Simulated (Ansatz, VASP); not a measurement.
# Al8H9O15F3 (hydroxylated alpha-Al2O3(0001) with 6 of its OH changed to F): VASP beside Ansatz, part 2 of 3

Aim: how closely do two programs agree when they are given the same cell, functional and k mesh? Of the first pair: The cell is taken from a series of runs on this material, whose earlier steps may have relaxed, scaled, displaced or heated it; both programs get it as it stands.

VASP 6.6.1 and Ansatz 0.2.0.

So far: Starting point; Ansatz: single point, RPBE with D3(BJ), pair 1; VASP: single point, RPBE with D3(BJ), pair 1.

### 4. Differences

Known differences besides the potentials themselves: the cutoff is 420 eV in Ansatz and 520 eV in VASP (PREC = Accurate, projectors in real space); Ansatz makes its cores anew for this functional, VASP keeps those of its PBE data sets. Total energies have different zeros and are not compared.

Both answers:

| quantity | Ansatz | VASP | difference |
| --- | --- | --- | --- |
| gap on the k mesh (eV) | 4.452 | 4.436 | +0.015 |

Forces on 10 of the 70 atoms, those with the largest forces and the largest differences (eV/Å; atoms numbered as in POSCAR):

| atom | Ansatz x, y, z | VASP x, y, z |
| --- | --- | --- |
| Al2 | -0.012, 0.014, -0.577 | -0.042, 0.028, -0.586 |
| Al4 | 0.001, -0.009, -0.604 | 0.010, -0.052, -0.579 |
| Al6 | 0.019, 0.025, -0.582 | -0.015, 0.040, -0.593 |
| Al8 | -0.010, 0.005, -0.583 | 0.009, -0.060, -0.572 |
| Al12 | -0.001, 0.035, -0.581 | 0.051, 0.009, -0.582 |
| Al14 | 0.014, 0.001, -0.536 | 0.060, 0.003, -0.560 |
| Al16 | -0.015, 0.052, -0.559 | -0.045, 0.107, -0.573 |
| O36 | -0.067, 0.069, 0.098 | -0.045, 0.022, -0.010 |
| O41 | -0.130, -0.074, -0.077 | -0.100, -0.048, 0.038 |
| O43 | 0.031, -0.085, 0.111 | 0.038, -0.058, -0.006 |

The forces differ by 45 meV/Å r.m.s., which is 32.2 % of the r.m.s. force of 0.141 eV/Å (both taken over all components). A gap on the mesh is an upper bound, since the band edges may lie between its points. Where the cell holds vacuum, a pressure given here is an average over it and none of the material.

### 5. VASP: single point, RPBE with D3(BJ), pair 2

With cell and atoms fixed, the geometry can't cause a difference; cores, projectors, grids and the points listed under the comparison can. This pair takes another composition, Al4H4O7F2, with 68 atoms.

Contents of INCAR:

```
SYSTEM = Al4H4O7F2
PREC = Accurate
ENCUT = 520
EDIFF = 1E-06
NELM = 120
ISMEAR = -1
SIGMA = 0.025
LREAL = Auto
ALGO = Normal
GGA = RP
IVDW = 12
NBANDS = 192
LORBIT = 11
LWAVE = .FALSE.
LCHARG = .FALSE.
ISIF = 2
LASPH = .TRUE.
GGA_COMPAT = .FALSE.
EFERMI = MIDGAP
NCORE = 2
```

Contents of POSCAR:

```
Al4H4O7F2
1.0
    9.5800000000      0.0000000000      0.0000000000
   -4.7900000000      8.2965200000      0.0000000000
    0.0000000000      0.0000000000     22.3000000000
Al O F H
16 28 8 16
Direct
    0.0046600000      0.9996700000      0.1450600000
    0.3405400000      0.1724600000      0.2275700000
    0.1724300000      0.3344700000      0.1296000000
    0.1742600000      0.3356700000      0.2442200000
    0.0072000000      0.5040200000      0.1434100000
    0.3379600000      0.6714300000      0.2280300000
    0.1806800000      0.8417700000      0.1301000000
    0.1723900000      0.8360500000      0.2440500000
    0.5093000000      0.0047800000      0.1435100000
    0.8424900000      0.1708500000      0.2299200000
    0.6721900000      0.3389200000      0.1289500000
    0.6743000000      0.3346500000      0.2426500000
    0.5026900000      0.5041700000      0.1444600000
    0.8384600000      0.6690300000      0.2260400000
    0.6754600000      0.8400300000      0.1284000000
    0.6706700000      0.8337300000      0.2419000000
    0.1602700000      0.9971300000      0.0889700000
    0.0068400000      0.1599200000      0.0907500000
    0.3459300000      0.3509900000      0.0885200000
    0.3289500000      0.3155000000      0.2824500000
    0.0176300000      0.3371000000      0.1857600000
    0.1724500000      0.1789100000      0.1862000000
    0.3269600000      0.4932700000      0.1864000000
    0.1596300000      0.4936300000      0.0878200000
    0.0216800000      0.6704600000      0.0869200000
    0.3514200000      0.8535900000      0.0894800000
    0.3222600000      0.8120800000      0.2835600000
    0.0178400000      0.8355600000      0.1869800000
    0.1706200000      0.6796200000      0.1868100000
    0.3292200000      0.9940800000      0.1866000000
    0.6638400000      0.0001500000      0.0896100000
    0.5103600000      0.1652800000      0.0895900000
    0.8434000000      0.3540000000      0.0865200000
    0.9999500000      0.1832500000      0.2833400000
    0.8218600000      0.3126800000      0.2832900000
    0.5193500000      0.3377000000      0.1859800000
    0.6750500000      0.1826200000      0.1863600000
    0.8292500000      0.4949400000      0.1845000000
    0.6570700000      0.4980900000      0.0875200000
    0.5079300000      0.6672700000      0.0914000000
    0.8466500000      0.8477700000      0.0892100000
    0.5179300000      0.8362700000      0.1867300000
    0.6710700000      0.6789100000      0.1863900000
    0.8286300000      0.9899500000      0.1877700000
    0.4999100000      0.1804300000      0.2799000000
    0.1913800000      0.0094900000      0.2809000000
    0.4998500000      0.6798400000      0.2806000000
    0.1914200000      0.5094100000      0.2807000000
    0.6869900000      0.0013000000      0.2816800000
    0.9947200000      0.6834300000      0.2807500000
    0.8211800000      0.8115600000      0.2809300000
    0.6918500000      0.5088500000      0.2796500000
    0.1007200000      0.9521100000      0.0521400000
    0.0272200000      0.1362200000      0.0506200000
    0.3456300000      0.2483400000      0.0878900000
    0.4271200000      0.4118400000      0.2943900000
    0.1122600000      0.4521700000      0.0489000000
    0.0738300000      0.6651600000      0.0504100000
    0.3578200000      0.7547600000      0.0872000000
    0.4197200000      0.9082200000      0.2963300000
    0.7692300000      0.0985400000      0.0872600000
    0.5290700000      0.1315200000      0.0508900000
    0.8534500000      0.4100800000      0.0491900000
    0.0029000000      0.0880800000      0.2960700000
    0.9180100000      0.4028300000      0.2999400000
    0.5922200000      0.4557300000      0.0515200000
    0.5164100000      0.6479300000      0.0493900000
    0.8409700000      0.7428200000      0.0878000000
```

Contents of KPOINTS:

```
Automatic mesh
0
Gamma
1 1 1
0 0 0
```

PAW data sets: Al, O, F and H (PBE family, release 64).

Started as:

```
> mpirun -np 8 vasp_gam
```

Numbers of over 12 decimals in the logs are rounded to 6 here.

The log of the run:

```text
[banner, memory and clock lines left out]
running    8 mpi-ranks, on    1 nodes
[...]
[... a notice as in an earlier step ...]

 LDA part: xc-table for (Slater+PW92), standard interpolation
 POSCAR, INCAR and KPOINTS ok, starting setup
[...]
entering main loop
       N       E                     dE             d eps       ncg     rms          rms(c)
DAV:   1     0.287066627823E+04    0.28707E+04   -0.14764E+05   424   0.131E+03
DAV:   2    -0.568816466747E+02   -0.29275E+04   -0.28200E+04   488   0.334E+02
DAV:   3    -0.444959446328E+03   -0.38808E+03   -0.38640E+03   464   0.128E+02
DAV:   4    -0.454004418026E+03   -0.90450E+01   -0.90171E+01   464   0.226E+01
[...]
DAV:  28    -0.407878963482E+03   -0.20412E-05   -0.23301E-08   272   0.570E-04    0.278E-04
DAV:  29    -0.407878965010E+03   -0.15278E-05   -0.94802E-08   272   0.965E-04    0.554E-04
DAV:  30    -0.407878965252E+03   -0.24192E-06   -0.20966E-08   288   0.736E-04
   1 F= -.44062135E+03 E0= -.44062135E+03  d E =0.000000E+00
```

OUTCAR, selected parts (step 5):

```text
 POSITION                                       TOTAL-FORCE (eV/Angst)
 -----------------------------------------------------------------------------------
     -4.74378      8.29378      3.23484        -0.006052      0.139944      0.276065
      2.43629      1.43082      5.07481        -0.042479      0.026616     -0.573845
      0.04977      2.77494      2.89008        -0.045417     -0.044361      0.343949
      0.06155      2.78489      5.44611         0.007988     -0.057717     -0.558511
     -2.34528      4.18161      3.19804         0.035731     -0.062811      0.357785
      0.02151      5.57053      5.08507        -0.014887      0.031778     -0.580215
     -2.30116      6.98376      2.90123         0.002477     -0.090600      0.182996
     -2.35318      6.93631      5.44232         0.065807      0.005865     -0.597550
      4.85620      0.03966      3.20027         0.071616      0.096616      0.365351
      7.25268      1.41746      5.12722         0.032565      0.026441     -0.537688
      4.81615      2.81186      2.87559        -0.046003     -0.088403      0.257993
      4.85682      2.77643      5.41109         0.036823      0.007058     -0.580098
      2.40080      4.18286      3.22146         0.060152     -0.061574      0.221955
      4.82779      5.55062      5.04069         0.005396     -0.002882     -0.623732
[...]
-----------------------------------------------------------------------------------
    total drift:                                0.008971     -0.010159      0.012043

  FREE ENERGIE OF THE ION-ELECTRON SYSTEM (eV)
  ---------------------------------------------------
  free  energy   TOTEN  =      -440.6213486275 eV

  energy  without entropy=     -440.6213486275  energy(sigma->0) =     -440.62134863

[... 1 further part left out ...]
```

### 6. Ansatz: single point, RPBE with D3(BJ), pair 2

The same cell, functional, mesh and smearing now go to Ansatz, which takes its cutoff from its data sets.

The cell is taken from a series of runs on this material, whose earlier steps may have relaxed, scaled, displaced or heated it; both programs get it as it stands.

Contents of input.yaml:

```yaml
crystal:
  lattice:
    - [9.58, 0.0, 0.0]
    - [-4.79, 8.29652, 0.0]
    - [0.0, 0.0, 22.3]
  atoms:
    - { symbol: Al, position: [0.00466, 0.99967, 0.14506] }
    - { symbol: Al, position: [0.34054, 0.17246, 0.22757] }
    - { symbol: Al, position: [0.17243, 0.33447, 0.1296] }
    - { symbol: Al, position: [0.17426, 0.33567, 0.24422] }
    - { symbol: O, position: [0.16027, 0.99713, 0.08897] }
    - { symbol: O, position: [0.00684, 0.15992, 0.09075] }
    - { symbol: O, position: [0.34593, 0.35099, 0.08852] }
    - { symbol: F, position: [0.49991, 0.18043, 0.2799] }
    - { symbol: O, position: [0.32895, 0.3155, 0.28245] }
    - { symbol: F, position: [0.19138, 0.00949, 0.2809] }
    - { symbol: O, position: [0.01763, 0.3371, 0.18576] }
    - { symbol: O, position: [0.17245, 0.17891, 0.1862] }
    - { symbol: O, position: [0.32696, 0.49327, 0.1864] }
    - { symbol: Al, position: [0.0072, 0.50402, 0.14341] }
    - { symbol: Al, position: [0.33796, 0.67143, 0.22803] }
    - { symbol: Al, position: [0.18068, 0.84177, 0.1301] }
    - { symbol: Al, position: [0.17239, 0.83605, 0.24405] }
    - { symbol: O, position: [0.15963, 0.49363, 0.08782] }
    - { symbol: O, position: [0.02168, 0.67046, 0.08692] }
    - { symbol: O, position: [0.35142, 0.85359, 0.08948] }
    - { symbol: F, position: [0.49985, 0.67984, 0.2806] }
    - { symbol: O, position: [0.32226, 0.81208, 0.28356] }
    - { symbol: F, position: [0.19142, 0.50941, 0.2807] }
    - { symbol: O, position: [0.01784, 0.83556, 0.18698] }
    - { symbol: O, position: [0.17062, 0.67962, 0.18681] }
    - { symbol: O, position: [0.32922, 0.99408, 0.1866] }
    - { symbol: Al, position: [0.5093, 0.00478, 0.14351] }
    - { symbol: Al, position: [0.84249, 0.17085, 0.22992] }
    - { symbol: Al, position: [0.67219, 0.33892, 0.12895] }
    - { symbol: Al, position: [0.6743, 0.33465, 0.24265] }
    - { symbol: O, position: [0.66384, 0.00015, 0.08961] }
    - { symbol: O, position: [0.51036, 0.16528, 0.08959] }
    - { symbol: O, position: [0.8434, 0.354, 0.08652] }
    - { symbol: O, position: [0.99995, 0.18325, 0.28334] }
    - { symbol: O, position: [0.82186, 0.31268, 0.28329] }
    - { symbol: F, position: [0.68699, 0.0013, 0.28168] }
    - { symbol: O, position: [0.51935, 0.3377, 0.18598] }
    - { symbol: O, position: [0.67505, 0.18262, 0.18636] }
    - { symbol: O, position: [0.82925, 0.49494, 0.1845] }
    - { symbol: Al, position: [0.50269, 0.50417, 0.14446] }
    - { symbol: Al, position: [0.83846, 0.66903, 0.22604] }
    - { symbol: Al, position: [0.67546, 0.84003, 0.1284] }
    - { symbol: Al, position: [0.67067, 0.83373, 0.2419] }
    - { symbol: O, position: [0.65707, 0.49809, 0.08752] }
    - { symbol: O, position: [0.50793, 0.66727, 0.0914] }
    - { symbol: O, position: [0.84665, 0.84777, 0.08921] }
    - { symbol: F, position: [0.99472, 0.68343, 0.28075] }
    - { symbol: F, position: [0.82118, 0.81156, 0.28093] }
    - { symbol: F, position: [0.69185, 0.50885, 0.27965] }
    - { symbol: O, position: [0.51793, 0.83627, 0.18673] }
    - { symbol: O, position: [0.67107, 0.67891, 0.18639] }
    - { symbol: O, position: [0.82863, 0.98995, 0.18777] }
    - { symbol: H, position: [0.10072, 0.95211, 0.05214] }
    - { symbol: H, position: [0.02722, 0.13622, 0.05062] }
    - { symbol: H, position: [0.34563, 0.24834, 0.08789] }
    - { symbol: H, position: [0.42712, 0.41184, 0.29439] }
    - { symbol: H, position: [0.11226, 0.45217, 0.0489] }
    - { symbol: H, position: [0.07383, 0.66516, 0.05041] }
    - { symbol: H, position: [0.35782, 0.75476, 0.0872] }
    - { symbol: H, position: [0.41972, 0.90822, 0.29633] }
    - { symbol: H, position: [0.76923, 0.09854, 0.08726] }
    - { symbol: H, position: [0.52907, 0.13152, 0.05089] }
    - { symbol: H, position: [0.85345, 0.41008, 0.04919] }
    - { symbol: H, position: [0.0029, 0.08808, 0.29607] }
    - { symbol: H, position: [0.91801, 0.40283, 0.29994] }
    - { symbol: H, position: [0.59222, 0.45573, 0.05152] }
    - { symbol: H, position: [0.51641, 0.64793, 0.04939] }
    - { symbol: H, position: [0.84097, 0.74282, 0.0878] }
kpoints:
  mp_grid: { grid: [1, 1, 1] }
hamiltonian:
  xc: rpbe
  dispersion: d3bj
scf:
  occupations: { method: fermi_dirac, width: 0.025 }
output:
  forces: true
```

Started as:

```
> ansatz run input.yaml --threads 4 --pin off --max-ram 8192MiB --backend cpu --events-out ev --progress --plain --runs-dir out
```

The log of the run:

```text
[...]
Crystal: 68 atoms, lattice volume = 1772.419 Å³
Basis set: ecut = 420 eV, 34605 PW (Γ), exchange–correlation on 144×144×300 points (8 copies of the dense FFT grid, shifted against one another)
Bands: 212, of which v1, the nominal top of the filled ones, is band 144 counted from 1 (143 counted from 0)
Symmetry: 1 space group operations
[...]
k-points: 1
[...]
atom   5  O      0.06484728     0.07989421    -0.00518552
  atom   6  O     -0.07656667     0.02944281    -0.07045766
  atom   7  O      0.07723731    -0.22959195     0.01057613
  atom   8  F      0.02770734    -0.08931256     0.10028213
[...]
atom  65  H     -0.06213034    -0.11801431    -0.11907072
  atom  66  H      0.05668602     0.02426666     0.25730622
  atom  67  H      0.05094212     0.04554878     0.25047091
  atom  68  H     -0.14072906     0.19606959     0.05787247
  max |Σ_I F_I| component: 1.29e-4 eV/Å
[key lines of the parts left out:]
SCF converged after 8 iterations
Free energy (F): -31419.464526 eV
Fermi energy:    -0.861064 eV
```

### 7. Comparison

Compared:

| quantity | Ansatz | VASP | difference |
| --- | --- | --- | --- |
| gap on the k mesh (eV) | 4.512 | 4.496 | +0.016 |

Forces on 10 of the 68 atoms, those with the largest forces and the largest differences (eV/Å; atoms numbered as in POSCAR):

| atom | Ansatz x, y, z | VASP x, y, z |
| --- | --- | --- |
| Al2 | -0.012, 0.010, -0.569 | -0.042, 0.027, -0.574 |
| Al4 | 0.003, -0.010, -0.587 | 0.008, -0.058, -0.559 |
| Al6 | 0.021, 0.018, -0.575 | -0.015, 0.032, -0.580 |
| Al8 | 0.014, 0.030, -0.607 | 0.066, 0.006, -0.598 |
| Al12 | -0.021, 0.035, -0.592 | 0.037, 0.007, -0.580 |
| Al14 | -0.002, -0.001, -0.594 | 0.005, -0.003, -0.624 |
| Al16 | -0.005, 0.022, -0.598 | -0.006, 0.021, -0.624 |
| O35 | 0.134, 0.143, 0.131 | 0.075, 0.094, 0.039 |
| O40 | -0.128, -0.068, -0.077 | -0.097, -0.042, 0.037 |
| H58 | -0.044, 0.015, 0.226 | 0.005, 0.007, 0.120 |

The forces differ by 43 meV/Å r.m.s., which is 30.2 % of the r.m.s. force of 0.144 eV/Å (both taken over all components). A gap on the mesh is an upper bound, since the band edges may lie between its points. Where the cell holds vacuum, a pressure given here is an average over it and none of the material.

### 8. Ansatz: relaxation, PBE with D3(BJ)

This run makes the geometry at which the two programs are then compared. This pair takes another composition, Al16H21O33F3, with 73 atoms.

The structure compared here is the end of the Ansatz relaxation.

Contents of input.yaml:

```yaml
crystal:
  lattice:
    - [9.58, 0.0, 0.0]
    - [-4.79, 8.29652, 0.0]
    - [0.0, 0.0, 22.3]
  atoms:
    - { symbol: Al, position: [0.00466, 0.99967, 0.14506] }
    - { symbol: Al, position: [0.34261, 0.17547, 0.22802] }
    - { symbol: Al, position: [0.17243, 0.33447, 0.1296] }
    - { symbol: Al, position: [0.17269, 0.33773, 0.24416] }
    - { symbol: O, position: [0.16027, 0.99713, 0.08897] }
    - { symbol: O, position: [0.00684, 0.15992, 0.09075] }
    - { symbol: O, position: [0.34593, 0.35099, 0.08852] }
    - { symbol: O, position: [0.50338, 0.18462, 0.28471] }
    - { symbol: O, position: [0.33537, 0.3276, 0.28351] }
    - { symbol: O, position: [0.1834, 0.01471, 0.28309] }
    - { symbol: O, position: [0.01762, 0.33733, 0.18563] }
    - { symbol: O, position: [0.17323, 0.18079, 0.1862] }
    - { symbol: O, position: [0.32629, 0.49429, 0.18606] }
    - { symbol: Al, position: [0.0072, 0.50402, 0.14341] }
    - { symbol: Al, position: [0.33485, 0.67145, 0.22787] }
    - { symbol: Al, position: [0.18068, 0.84177, 0.1301] }
    - { symbol: Al, position: [0.17386, 0.83901, 0.2452] }
    - { symbol: O, position: [0.15963, 0.49363, 0.08782] }
    - { symbol: O, position: [0.02168, 0.67046, 0.08692] }
    - { symbol: O, position: [0.35142, 0.85359, 0.08948] }
    - { symbol: F, position: [0.49796, 0.67419, 0.2802] }
    - { symbol: O, position: [0.33189, 0.82128, 0.28408] }
    - { symbol: O, position: [0.18234, 0.51118, 0.28193] }
    - { symbol: O, position: [0.01943, 0.83826, 0.18672] }
    - { symbol: O, position: [0.16916, 0.68105, 0.18667] }
    - { symbol: O, position: [0.33005, 0.99555, 0.187] }
    - { symbol: Al, position: [0.5093, 0.00478, 0.14351] }
    - { symbol: Al, position: [0.84157, 0.1698, 0.22982] }
    - { symbol: Al, position: [0.67219, 0.33892, 0.12895] }
    - { symbol: Al, position: [0.67887, 0.33585, 0.24286] }
    - { symbol: O, position: [0.66384, 0.00015, 0.08961] }
    - { symbol: O, position: [0.51036, 0.16528, 0.08959] }
    - { symbol: O, position: [0.8434, 0.354, 0.08652] }
    - { symbol: O, position: [0.00217, 0.17657, 0.28376] }
    - { symbol: O, position: [0.83584, 0.32325, 0.28289] }
    - { symbol: O, position: [0.68317, 0.00529, 0.28336] }
    - { symbol: O, position: [0.51962, 0.33864, 0.18556] }
    - { symbol: O, position: [0.6746, 0.18342, 0.18617] }
    - { symbol: O, position: [0.82931, 0.4953, 0.18388] }
    - { symbol: Al, position: [0.50269, 0.50417, 0.14446] }
    - { symbol: Al, position: [0.84026, 0.6702, 0.22534] }
    - { symbol: Al, position: [0.67546, 0.84003, 0.1284] }
    - { symbol: Al, position: [0.66906, 0.83415, 0.24225] }
    - { symbol: O, position: [0.65707, 0.49809, 0.08752] }
    - { symbol: O, position: [0.50793, 0.66727, 0.0914] }
    - { symbol: O, position: [0.84665, 0.84777, 0.08921] }
    - { symbol: O, position: [0.99333, 0.68146, 0.28333] }
    - { symbol: F, position: [0.81582, 0.80863, 0.28233] }
    - { symbol: F, position: [0.6885, 0.5094, 0.27912] }
    - { symbol: O, position: [0.51761, 0.83664, 0.18693] }
    - { symbol: O, position: [0.67159, 0.67979, 0.18622] }
    - { symbol: O, position: [0.82855, 0.99027, 0.18727] }
    - { symbol: H, position: [0.10072, 0.95211, 0.05214] }
    - { symbol: H, position: [0.02722, 0.13622, 0.05062] }
    - { symbol: H, position: [0.34563, 0.24834, 0.08789] }
    - { symbol: H, position: [0.49078, 0.2282, 0.32228] }
    - { symbol: H, position: [0.43385, 0.4321, 0.28442] }
    - { symbol: H, position: [0.22682, 0.03855, 0.32337] }
    - { symbol: H, position: [0.11226, 0.45217, 0.0489] }
    - { symbol: H, position: [0.07383, 0.66516, 0.05041] }
    - { symbol: H, position: [0.35782, 0.75476, 0.0872] }
    - { symbol: H, position: [0.43674, 0.92035, 0.28714] }
    - { symbol: H, position: [0.21522, 0.53727, 0.32333] }
    - { symbol: H, position: [0.76923, 0.09854, 0.08726] }
    - { symbol: H, position: [0.52907, 0.13152, 0.05089] }
    - { symbol: H, position: [0.85345, 0.41008, 0.04919] }
    - { symbol: H, position: [0.01855, 0.08359, 0.28499] }
    - { symbol: H, position: [0.94068, 0.42188, 0.28656] }
    - { symbol: H, position: [0.73194, 0.03421, 0.32277] }
    - { symbol: H, position: [0.59222, 0.45573, 0.05152] }
    - { symbol: H, position: [0.51641, 0.64793, 0.04939] }
    - { symbol: H, position: [0.84097, 0.74282, 0.0878] }
    - { symbol: H, position: [0.9665, 0.70918, 0.32173] }
kpoints:
  mp_grid: { grid: [1, 1, 1] }
hamiltonian:
  xc: pbe
  dispersion: d3bj
scf:
  occupations: { method: fermi_dirac, width: 0.025 }
output:
  forces: true
relax:
  f_tol: 0.05
  max_steps: 120
  constraints:
    - { sites: [0, 2, 4, 5, 6, 13, 15, 17, 18, 19, 26, 28, 30, 31, 32, 39, 41, 43, 44, 45, 52, 53, 54, 58, 59, 60, 63, 64, 65, 69, 70, 71], fix: xyz }
```

The log of the run:

```text
[...]
Crystal: 73 atoms, lattice volume = 1772.419 Å³
Basis set: ecut = 420 eV, 34605 PW (Γ), exchange–correlation on 144×144×300 points (8 copies of the dense FFT grid, shifted against one another)
Bands: 217, of which v1, the nominal top of the filled ones, is band 144 counted from 1 (143 counted from 0)
Symmetry: 1 space group operations
[...]
k-points: 1
[...]
- { symbol: H, position: [0.02722, 0.13622, 0.050620] }
    - { symbol: H, position: [0.34563, 0.248340, 0.08789] }
    - { symbol: H, position: [0.488490, 0.220212, 0.321418] }
    - { symbol: H, position: [0.434459, 0.428448, 0.284665] }
    - { symbol: H, position: [0.221891, 0.034492, 0.322879] }
    - { symbol: H, position: [0.11226, 0.45217, 0.0489] }
    - { symbol: H, position: [0.07383, 0.66516, 0.05041] }
[...]
- { symbol: H, position: [0.59222, 0.45573, 0.05152] }
    - { symbol: H, position: [0.51641, 0.64793, 0.04939] }
    - { symbol: H, position: [0.84097, 0.74282, 0.0878] }
    - { symbol: H, position: [0.967525, 0.698126, 0.321748] }
```

(Continued in part 3 of 3.)

[Lines on the potential files, build, host, timing and source positions are cut from VASP's logs without a mark.]

[Logs are printed without paths, hosts, clocks, repeated set-up lines and the standing remarks that a program may print on its own settings, such as how far it seeks lower states.]

[Hosts, paths, dates, database ids (printed as entryN), source tags and the programs' standing remarks are cut or masked in the printed files.]
